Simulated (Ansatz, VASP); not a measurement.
Given: the input of a run of VASP 6.6.1 on Fe.

File INCAR:

```
SYSTEM = Fe
ALGO = Normal ; EDIFF = 1E-6
ENCUT = 520 ; GGA = PE
ISIF = 2 ; ISMEAR = -1
ISPIN = 2 ; LASPH = .True.
LCHARG = .False. ; LMAXMIX = 4
LORBIT = 11 ; LREAL = .False.
LWAVE = .False. ; MAGMOM = 3
NBANDS = 14 ; NELM = 150
PREC = Accurate ; SIGMA = 0.05
```

The input KPOINTS:

```
k-points
0
Gamma
  10 10 10
  0 0 0
```

POSCAR

```
Fe
1.0
   -1.4430000000      1.4430000000      1.4141400000
    1.4430000000     -1.4430000000      1.4141400000
    1.4430000000      1.4430000000     -1.4141400000
Fe
1
Direct
    0.0000000000      0.0000000000      0.0000000000
```

Potentials or basis: VASP PAW PBE potentials, release 64 (Fe).

Launch:

```sh
$ cat potpaw_PBE.64/Fe/POTCAR > POTCAR
$ mpirun -np 1 vasp_std > vasp.out
```

**Question.** Set up the same calculation for Ansatz 0.2.0. Potentials there: Ansatz PAW.

**Answer.** As run (the cutoff follows the program's own potentials):

input.yaml

```yaml
crystal:
  lattice:
    - [-1.443, 1.443, 1.41414]
    - [1.443, -1.443, 1.41414]
    - [1.443, 1.443, -1.41414]
  atoms:
    - { symbol: Fe, position: [0.0, 0.0, 0.0], spin: 3.0 }
hamiltonian:
  xc: pbe
  pseudopotentials: { kind: paw }
magnetization:
  spin_polarized: true
kpoints:
  mp_grid: { grid: [10, 10, 10] }
scf:
  occupations: { method: fermi_dirac, width: 0.05 }
output:
  forces: true
  stress: true
  eigenvalues: true
```

Potentials or basis: Ansatz PAW.

Run with:

```console
$ ansatz run input.yaml --threads 2 --pin off --max-ram 5632MiB --backend cpu --events-out ev --progress --plain --runs-dir out
```

Both were run:

|  | VASP | Ansatz | Ansatz less VASP |
| --- | --- | --- | --- |
| gap on the k mesh at the Fermi level (eV) | none | none | - |
| pressure (GPa) | -8.0 | -7.9 | +0.09 |
| largest component of the traceless stress (GPa) | 2.00 | 2.11 | +0.106 |
| net moment per atom (μB) | 2.16 | 2.15 | -0.012 |
| size of the moment on the site where the two differ most (μB) | 2.17 | 2.21 | +0.041 |

Site moments also hang on the region over which each program counts them. A gap of «none» marks a metal or a gap that the smearing closes. The two sets of potentials don't hold the same shells in valence.
